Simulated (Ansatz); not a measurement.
Runs of Ansatz 0.2.0 on TiAl. Symmetry: P-6m2, No. 187, hexagonal system. The conventional cell has a = 2.867 Å, b = 2.867 Å, c = 4.678 Å, α = 90.00°, β = 90.00°, γ = 120.00°. Around Ti (site symmetry -6m2) lie 6 Al at 2.87 Å and 6 Ti at 2.87 Å. Al (site symmetry -6m2) has 6 Ti at 2.87 Å and 6 Al at 2.87 Å as nearest neighbours. The cell comes from a database or a generator and needn't be the stable form of this composition.

```csv
level,gap on the mesh (eV),pressure (GPa),relaxed volume (Å³/atom)
PBEsol,none,0.0,16.23
PBEsol+D3(BJ)-ATM,none,0.0,15.66
PBEsol+D3(BJ),none,0.0,(a)
PBEsol+D4,none,0.0,16.01
```

Alike in all rows: task relaxation of cell and atoms; potentials or basis Ansatz PAW; no spin polarisation; cell relaxed; k mesh 11 × 11 × 6; cutoff (eV) 420; smearing fermi-dirac 0.05 eV.

Question: Estimate the missing entries.

Answer: (a) 15.55.

Caveats: the plane-wave basis is chosen anew once the cell has moved, so the energies of steps on either side of that aren't comparable; the PAW data sets come from PBE, with cores solved anew for the run's functional, which leaves a small shift of forces and pressure; pairwise dispersion overbinds metals, which lowers pressure and volume (some runs).

A gap of «none» marks a metal or a gap under the smearing width.
